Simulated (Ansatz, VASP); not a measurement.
**Two plane-wave programs on Ag**

```
CELL_PARAMETERS angstrom
-1.46588 1.46588 2.07417
1.46588 -1.46588 2.07417
1.46588 1.46588 -2.07417
ATOMIC_POSITIONS crystal
Ag 0.00000 0.00000 0.00000
```

Alike in both runs: functional PBE; k mesh 26 × 26 × 26; occupations gaussian, width 0.1 eV; no spin polarisation.

Ansatz relaxed the structure, and its values are those at the end. VASP's run is a single point on that final structure, the one shown.

```csv
,VASP,Ansatz
version,VASP 6.6.1,Ansatz 0.2.0
potentials or method,"VASP PAW PBE potentials, release 64 (Ag)","scalar-relativistic, plane waves, PAW"
plane-wave cutoff (eV),520,420
valence electrons in the cell,11,19
```

Ansatz gave:

| Item | Value |
| --- | --- |
| gap on the k mesh at the Fermi level (eV) | none |
| pressure (GPa) | 0.0 |

**Question.** Estimate VASP's values.

**Answer.** gap on the k mesh at the Fermi level (eV): none; pressure (GPa): -0.1.

A gap of «none» marks a metal or a gap that the smearing closes. The functional is the same, so the differences come from potentials, cutoffs and numerics. The two sets of potentials don't hold the same shells in valence.
